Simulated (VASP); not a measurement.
# PbI2 (P-3m1) in VASP: a series of runs

One crystal, PbI2, is run at these levels: PBEsol; tasks: relaxation of cell and atoms.

Program: VASP 6.6.1. These are calculated values, not measurements. Logs are shortened: lines on timing, memory, paths and dates and some standing lists are left out, and cuts for length are marked.

**1. Starting point**

Symmetry: P-3m1, No. 164, trigonal system. The conventional cell has a = 4.555 Å, b = 4.555 Å, c = 6.977 Å, α = 90.00°, β = 90.00°, γ = 120.00°. Around Pb (site symmetry -3m) lie 6 I at 3.21 Å. Around I (site symmetry 3m) lie 3 Pb at 3.21 Å.

**2. Relaxation of cell and atoms, PBEsol**

File INCAR:

```
  ALGO = Normal
  EDIFF = 1E-6
  EDIFFG = -0.01
  ENCUT = 600
  GGA = PS
  IBRION = 2
  ISIF = 3
  ISMEAR = 0
  KPAR = 2
  LASPH = T
  LCHARG = F
  LREAL = F
  LWAVE = F
  NELM = 80
  NSW = 90
  PREC = Accurate
  SIGMA = 0.03
```

File KPOINTS:

```
k-points
0
Gamma
  9 9 4
```

File POSCAR:

```
PbI2
1.0
    4.5550000000      0.0000000000      0.0000000000
   -2.2775000000      3.9447457142      0.0000000000
    0.0000000000      0.0000000000      6.9770000000
Pb I
1 2
Direct
    0.0000000000      0.0000000000      0.0000000000
    0.3333333333      0.6666666667      0.2650000000
    0.6666666667      0.3333333333      0.7350000000
```

Potentials or basis: VASP PAW PBE potentials, release 64 (Pb_d, I).

On the command line:

```
$ cat potpaw_PBE.64/Pb_d/POTCAR potpaw_PBE.64/I/POTCAR > POTCAR
$ mpirun -np 2 vasp_std > vasp.out
```

OUTCAR:

```text
EDIFF = 1E-6
   EDIFFG = -0.01
   ENCUT = 600
   GGA = PS
   IBRION = 2
   ISIF = 3
   ISMEAR = 0
   LASPH = T
   LREAL = F
   NELM = 80
   NSW = 90
   PREC = Accurate

 ion  position               nearest neighbor table
   1  0.000  0.000  0.000-   2 3.21   3 3.21   2 3.21   3 3.21   3 3.21   2 3.21
   2  0.333  0.667  0.265-   1 3.21   1 3.21   1 3.21
   3  0.667  0.333  0.735-   1 3.21   1 3.21   1 3.21

  LATTYP: Found a hexagonal cell.
 ALAT       =     4.5550000000
 C/A-ratio  =     1.5317233809

  Lattice vectors:

 A1 = (   4.5550000000,   0.0000000000,   0.0000000000)
 A2 = (  -2.2775000000,   3.9447457142,   0.0000000000)
 A3 = (   0.0000000000,   0.0000000000,   6.9770000000)

Analysis of symmetry for initial positions (statically):
=====================================================================
 Subroutine PRICEL returns:
 Original cell was already a primitive cell.

 Routine SETGRP: Setting up the symmetry group for a
 hexagonal supercell.

 Subroutine GETGRP returns: Found 12 space group operations
 (whereof 12 operations were pure point group operations)
 out of a pool of 24 trial point group operations.

The static configuration has the point symmetry D_3d.

Analysis of symmetry for dynamics (positions and initial velocities):
=====================================================================
 Subroutine PRICEL returns:
 Original cell was already a primitive cell.

 Routine SETGRP: Setting up the symmetry group for a
 hexagonal supercell.

 Subroutine GETGRP returns: Found 12 space group operations
 (whereof 12 operations were pure point group operations)
 out of a pool of 24 trial point group operations.

The dynamic configuration has the point symmetry D_3d.

 Subroutine INISYM returns: Found 12 space group operations
 (whereof 12 operations are pure point group operations),
 and found     1 'primitive' translations

----------------------------------------------------------------------------------------

                                     Primitive cell

  volume of cell :     125.3649

  direct lattice vectors                    reciprocal lattice vectors
     4.555000000  0.000000000  0.000000000     0.219538968  0.126750882  0.000000000
    -2.277500000  3.944745714  0.000000000     0.000000000  0.253501765  0.000000000
     0.000000000  0.000000000  6.977000000     0.000000000  0.000000000  0.143328078

  length of vectors
     4.555000000  4.555000000  6.977000000     0.253501765  0.253501765  0.143328078

  position of ions in fractional coordinates (direct lattice)
     0.000000000  0.000000000  0.000000000
     0.333333333  0.666666667  0.265000000
     0.666666667  0.333333333  0.735000000

  ion indices of the primitive-cell ions
   primitive index   ion index
                 1           1
                 2           2
                 3           3

----------------------------------------------------------------------------------------

 KPOINTS: k-points

Automatic generation of k-mesh.
 Grid dimensions read from file:
 generate k-points for:    9    9    4

 Generating k-lattice:

  Cartesian coordinates                     Fractional coordinates (reciprocal lattice)
     0.024393219  0.014083431  0.000000000     0.111111111  0.000000000  0.000000000
     0.000000000  0.028166863  0.000000000     0.000000000  0.111111111  0.000000000
     0.000000000  0.000000000  0.035832019     0.000000000  0.000000000  0.250000000

  Length of vectors
     0.028166863  0.028166863  0.035832019

  Shift w.r.t. Gamma in fractional coordinates (k-lattice)
     0.000000000  0.000000000  0.000000000

 Subroutine IBZKPT returns following result:
 ===========================================

 Found     43 irreducible k-points:

 Following reciprocal coordinates:
            Coordinates               Weight
  0.000000  0.000000  0.000000      1.000000
  0.111111  0.000000  0.000000      6.000000
  0.222222 -0.000000  0.000000      6.000000
  0.333333  0.000000  0.000000      6.000000
  0.444444 -0.000000  0.000000      6.000000
  0.111111  0.111111  0.000000      6.000000
[... 16 lines left out ...]
  0.222222  0.111111  0.250000     12.000000
 -0.111111  0.333333  0.250000     12.000000
 [... further k-points ...]
   k-points           NKPTS =     43   k-points in BZ     NKDIM =     43   number of bands    NBANDS=     18
   number of dos      NEDOS =    301   number of ions     NIONS =      3
   total plane-waves  NPLWV =  72576
   dimension x,y,z NGX =    36 NGY =   36 NGZ =   56
   dimension x,y,z NGXF=    72 NGYF=   72 NGZF=  112
   ions per type =               1   2
   NGX,Y,Z   is equivalent  to a cutoff of  13.14, 13.14, 13.34 a.u.
   NGXF,Y,Z  is equivalent  to a cutoff of  26.28, 26.28, 26.69 a.u.
 SYSTEM =  unknown system
   PREC   = accura    normal or accurate (medium, high low for compatibility)
   ISTART =      0    job   : 0-new  1-cont  2-samecut
   ICHARG =      2    charge: 1-file 2-atom 10-const
   ISPIN  =      1    spin polarized calculation?
   LNONCOLLINEAR =      F non collinear calculations
   LSORBIT =      F    spin-orbit coupling
   LASPH  =      T    aspherical Exc in radial PAW
   ENCUT  =  600.0 eV  44.10 Ry    6.64 a.u.   9.10  9.10 13.93*2*pi/ulx,y,z
   NELM   =     80;   NELMIN=  2; NELMDL= -5     # of ELM steps
   EDIFF  = 0.1E-05   stopping-criterion for ELM
   LREAL  =      F    real-space projection
   EDIFFG = -.1E-01   stopping-criterion for IOM
   NSW    =     90    number of steps for IOM
   IBRION =      2    ionic relax: 0-MD 1-quasi-New 2-CG
   NFREE  =      1    steps in history (QN), initial steepest desc. (CG)
   ISIF   =      3    stress and relaxation
   ISYM   =      2    0-nonsym 1-usesym 2-fastsym
   POTIM  = 0.5000    time-step for ionic-motion
   TEBEG  =    0.0;   TEEND  =   0.0 temperature during run
   PSTRESS=    0.0 pullay stress
   NELECT =      28.0000    total number of electrons
   NUPDOWN=      -1.0000    fix difference up-down
   EMIN   =  10.00;   EMAX   =-10.00  energy-range for DOS
   EFERMI =   0.00;   METHOD = LEGACY
   ISMEAR =     0;   SIGMA  =   0.03  broadening in eV -4-tet -1-fermi 0-gaus
   EFERMI_NEDOS =   21; number of points for ismear=-14 and -15
   IALGO  =     38    algorithm
   IMIX   =      4    mixing-type and parameters
     AMIX     =   0.40;   BMIX     =  1.00
     AMIX_MAG =   1.60;   BMIX_MAG =  1.00
  volume/ion in A,a.u.               =      41.79       282.00
  Fermi-wavevector in a.u.,A,eV,Ry     =   0.993273  1.877015 13.423400  0.986592
  Thomas-Fermi vector in A             =   2.125144
   LORBIT       =      0    0 simple, 1 ext, 2 COOP (PROOUT), +10 PAW based schemes
   GGA     = PS    functional components
   LHFCALC =     F    Hartree Fock is set to
   AEXX    =    0.0000 exact exchange contribution
   IVDW    =     0    specifies the selected vdW correction
   LEPSILON=     F    determine dielectric tensor
   LRPA    =     F    only Hartree local field effects (RPA)
 conjugate gradient relaxation of ions
 non-spin polarized calculation
 Gauss-broadening in eV      SIGMA  =   0.03
  energy-cutoff  :      600.00
  volume of cell :      125.36
 maximum number of plane-waves:      4203
   NGX = 19   NGY = 19   NGZ = 27

--------------------------------------- Ionic step        1  -------------------------------------------

 number of electron      28.0000003 magnetization

 Free energy of the ion-electron system (eV)
  ---------------------------------------------------
  ext. energy  EPLUGINS =         0.00000000
  ---------------------------------------------------
  free energy    TOTEN  =        -9.33772003 eV

  energy without entropy =       -9.33772003  energy(sigma->0) =       -9.33772003

------------------------ aborting loop because EDIFF is reached ----------------------------------------

  FORCE on cell =-STRESS in cart. coord.  units (eV):
  Direction    XX          YY          ZZ          XY          YZ          ZX
  --------------------------------------------------------------------------------------
  -------------------------------------------------------------------------------------
  Total        0.0086045      0.0086045      0.1250075      0.0000000     -0.0000000      0.0000000
  in kB        0.1099667      0.1099667      1.5976095      0.0000000     -0.0000000      0.0000000
  external PRESSURE =       0.6058476 kB  Pullay stress =       0.0000000 kB

 VOLUME and BASIS-vectors are now :
 -----------------------------------------------------------------------------
  energy-cutoff  :      600.00
  volume of cell :      125.36
      direct lattice vectors                 reciprocal lattice vectors
     4.555000000  0.000000000  0.000000000     0.219538968  0.126750882  0.000000000
    -2.277500000  3.944745714  0.000000000     0.000000000  0.253501765  0.000000000
     0.000000000  0.000000000  6.977000000     0.000000000  0.000000000  0.143328078
[... 112 lines left out ...]
 POSITION                                       TOTAL-FORCE (eV/Angst)
 -----------------------------------------------------------------------------------
      0.00000      0.00000      0.00000         0.000000     -0.000000      0.000000
     -0.00000      2.62774      1.85741         0.000000      0.000000     -0.010107
      2.27569      1.31387      5.15054        -0.000000     -0.000000      0.010107
 -----------------------------------------------------------------------------------
    total drift:                               -0.000000     -0.000000     -0.000000

  FREE ENERGIE OF THE ION-ELECTRON SYSTEM (eV)
  ---------------------------------------------------
  free  energy   TOTEN  =        -9.3380869199 eV

  energy  without entropy=       -9.3380869199  energy(sigma->0) =       -9.33808692

--------------------------------------- Ionic step        5  -------------------------------------------

 number of electron      28.0000004 magnetization

 Free energy of the ion-electron system (eV)
  ---------------------------------------------------
  ext. energy  EPLUGINS =         0.00000000
  ---------------------------------------------------
  free energy    TOTEN  =        -9.33816828 eV

  energy without entropy =       -9.33816828  energy(sigma->0) =       -9.33816828

 E-fermi :   2.6877     XC(G=0):  -8.3042

 val. band max:        2.5364302883   @ k =   0.0000   0.0000   0.5000
 cond. band min:       4.6635512472   @ k =   0.0000   0.0000   0.5000
 fundamental gap:      2.1271209589
 Fermi energy:         2.6876926868

 k-point     1 :       0.0000    0.0000    0.0000
  band No.  band energies     occupation
      1     -13.5038      2.00000
      2     -13.5038      2.00000
      3     -13.4883      2.00000
      4     -13.4798      2.00000
      5     -13.4798      2.00000
      6      -9.7129      2.00000
[... 10 lines left out ...]
     17       5.8491      0.00000
     18       8.7722      0.00000
[... 463 lines left out ...]
 k-point    24 :      -0.1111    0.3333    0.2500
  band No.  band energies     occupation
      1     -13.5291      2.00000
      2     -13.5007      2.00000
      3     -13.4847      2.00000
      4     -13.4797      2.00000
      5     -13.4725      2.00000
      6      -9.3064      2.00000
[... 10 lines left out ...]
     17       6.7228      0.00000
     18       8.6908      0.00000

 [... further k-points ...]

------------------------ aborting loop because EDIFF is reached ----------------------------------------

  FORCE on cell =-STRESS in cart. coord.  units (eV):
  Direction    XX          YY          ZZ          XY          YZ          ZX
  --------------------------------------------------------------------------------------
  -------------------------------------------------------------------------------------
  Total       -0.0183464     -0.0183464      0.0292919      0.0000000      0.0000000      0.0000000
  in kB       -0.2338961     -0.2338961      0.3734389      0.0000000      0.0000000      0.0000000
  external PRESSURE =      -0.0314511 kB  Pullay stress =       0.0000000 kB

 VOLUME and BASIS-vectors are now :
 -----------------------------------------------------------------------------
  energy-cutoff  :      600.00
  volume of cell :      125.67
      direct lattice vectors                 reciprocal lattice vectors
     4.548055091  0.000000000  0.000000000     0.219874206  0.126944432  0.000000000
    -2.274027546  3.938731247  0.000000000     0.000000000  0.253888864  0.000000000
    -0.000000000 -0.000000000  7.015463460     0.000000000 -0.000000000  0.142542258

 POSITION                                       TOTAL-FORCE (eV/Angst)
 -----------------------------------------------------------------------------------
      0.00000     -0.00000      7.01546         0.000000     -0.000000      0.000000
     -0.00000      2.62582      1.85910        -0.000000      0.000000     -0.008941
      2.27403      1.31291      5.15636         0.000000     -0.000000      0.008941
 -----------------------------------------------------------------------------------
    total drift:                                0.000000     -0.000000      0.000000

  FREE ENERGIE OF THE ION-ELECTRON SYSTEM (eV)
  ---------------------------------------------------
  free  energy   TOTEN  =        -9.3381682760 eV

  energy  without entropy=       -9.3381682760  energy(sigma->0) =       -9.33816828

 reached required accuracy - stopping structural energy minimisation
```

It took 53 s on 2 MPI ranks of Intel Xeon 6975P-C (Granite Rapids), shared host; peak memory 0.33 GiB.

Results:

```yaml
Free_energy: -9.3382 eV
Relaxed_volume: 41.89 Å³/atom
Relaxed_cell: a = 4.548 Å, b = 4.548 Å, c = 7.015 Å, α = 90.00°, β = 90.00°, γ = 120.00°
Space_group_after_relaxing_to_0.05_Å: P-3m1 (No. 164)
Energy_gained_by_relaxing: 0.1 meV/atom
Ionic_steps: 5
Pressure_after_relaxing: 0.0 GPa
Largest_force_after_relaxing: 0.009 eV/Å
Band_gap_on_the_k_mesh: 2.13 eV, direct
```

Forces on the atoms (eV/Å):
```
Pb   0.000  0.000  0.000
I    0.000  0.000 -0.009
I    0.000  0.000  0.009
```

Step by step:
```
step  energy change (eV)  largest force (eV/Å)  pressure (GPa)  volume (Å³)
   1              0.0000                0.0100            0.06       125.36
   2             -0.0002                0.0051           -0.01       125.65
   3             -0.0002                0.0122           -0.04       125.79
   4             -0.0004                0.0101           -0.02       125.72
   5             -0.0004                0.0089            0.00       125.67
```

Final structure:
```yaml
crystal:
  lattice:
    - [4.54806, 0.00000, 0.00000]
    - [-2.27403, 3.93873, 0.00000]
    - [0.00000, 0.00000, 7.01546]
  atoms:
    - { symbol: Pb, position: [0.00000, 0.00000, 0.00000] }
    - { symbol: I, position: [0.33333, 0.66667, 0.26500] }
    - { symbol: I, position: [0.66667, 0.33333, 0.73500] }
```

Levels at points of the mesh, in eV from the valence-band top:
```csv
k point,band 11,band 12,band 13,band 14,band 15,band 16,band 17,band 18
"(0.00, 0.00, 0.00)",-1.01,-0.91,-0.91,-0.74,2.38,3.31,3.31,6.24
"(0.00, 0.00, 0.50)",-1.14,-0.74,-0.74,0.00,2.13,3.13,3.13,6.28
```

Caveat: the PAW data sets were made with another functional, which shifts forces and pressure a little; spin-orbit coupling is left out, which as a rule narrows the gap of such compounds by several tenths of an eV; an odd mesh through Γ misses points on the zone boundary, where band edges often lie; this functional lacks dispersion, which binds the layers, so the pressure and a relaxed spacing across them are unreliable.

**3. Relaxation of cell and atoms, PBEsol**

This run uses another cell than the first one, of 41.89 Å³/atom, 1.002 times its volume.

Changes to INCAR since step 2:

```diff
@@ -1,4 +1,4 @@
   ALGO = Normal
-  EDIFF = 1E-6
-  EDIFFG = -0.01
+  EDIFF = 1E-7
+  EDIFFG = -0.005
   ENCUT = 600
```

KPOINTS is that of step 2.

File POSCAR:

```
PbI2                                    
1.0
    4.5480550911      0.0000000000      0.0000000000
   -2.2740275455      3.9387312467      0.0000000000
   -0.0000000000     -0.0000000000      7.0154634600
  Pb              I             
     1     2
Direct
     0.0000000000000000    0.0000000000000000    1.0000000000000000
     0.3333333332999970    0.6666666667000030    0.2650005512795417
     0.6666666667000030    0.3333333332999970    0.7349994487204584
```

Potentials or basis: VASP PAW PBE potentials, release 64 (Pb_d, I).

On the command line:

```
$ cat potpaw_PBE.64/Pb_d/POTCAR potpaw_PBE.64/I/POTCAR > POTCAR
$ mpirun -np 2 vasp_std > vasp.out
```

Wall time 2.1 min (2 MPI ranks of Intel Xeon 6975P-C (Granite Rapids), shared host); peak memory 0.34 GiB.

It converged, with:

```yaml
Free_energy: -9.3384 eV
Relaxed_volume: 42.03 Å³/atom
Relaxed_cell: a = 4.538 Å, b = 4.538 Å, c = 7.070 Å, α = 90.00°, β = 90.00°, γ = 120.00°
Space_group_after_relaxing_to_0.05_Å: P-3m1 (No. 164)
Energy_gained_by_relaxing: 0.1 meV/atom
Ionic_steps: 12
Pressure_after_relaxing: 0.0 GPa
Largest_force_after_relaxing: 0.004 eV/Å
Band_gap_on_the_k_mesh: 2.15 eV, direct
```

Forces in eV/Å, atoms in the order of the input:
```
Pb   0.000  0.000  0.000
I    0.000  0.000 -0.004
I    0.000  0.000  0.004
```

Step by step:
```
step  energy change (eV)  largest force (eV/Å)  pressure (GPa)  volume (Å³)
   1              0.0000                0.0090           -0.01       125.67
   2              0.0000                0.0070            0.01       125.64
   3             -0.0001                0.0044            0.02       125.61
   4             -0.0001                0.0007            0.05       125.53
   5             -0.0001                0.0008            0.05       125.57
   6             -0.0002                0.0053            0.02       125.71
   7             -0.0002                0.0142           -0.02       125.98
   8             -0.0002                0.0105            0.00       125.87
   9             -0.0002                0.0110            0.00       125.88
  10             -0.0002                0.0103            0.00       125.90
  11             -0.0002                0.0083            0.00       125.96
  12             -0.0002                0.0042            0.01       126.08
```

Final structure:
```
Pb I
1.0
     4.53763    0.00000    0.00000
    -2.26881    3.92970    0.00000
     0.00000    0.00000    7.07037
Pb I
1 2
Direct
  0.00000 0.00000 0.00000
  0.33333 0.66667 0.26383
  0.66667 0.33333 0.73617
```

Levels at points of the mesh, in eV from the valence-band top:
| k point | band 10 | band 11 | band 12 | band 13 | band 14 | band 15 | band 16 | band 17 | band 18 |
| --- | --- | --- | --- | --- | --- | --- | --- | --- | --- |
| (0.00, 0.00, 0.00) | -1.00 | -1.00 | -0.89 | -0.89 | -0.77 | 2.40 | 3.33 | 3.33 | 6.23 |
| (0.00, 0.00, 0.50) | -1.12 | -1.12 | -0.73 | -0.73 | 0.00 | 2.15 | 3.16 | 3.16 | 6.29 |

Caveat: the PAW data sets were made with another functional, which shifts forces and pressure a little; spin-orbit coupling is left out, which as a rule narrows the gap of such compounds by several tenths of an eV; an odd mesh through Γ misses points on the zone boundary, where band edges often lie; this functional lacks dispersion, which binds the layers, so the pressure and a relaxed spacing across them are unreliable.
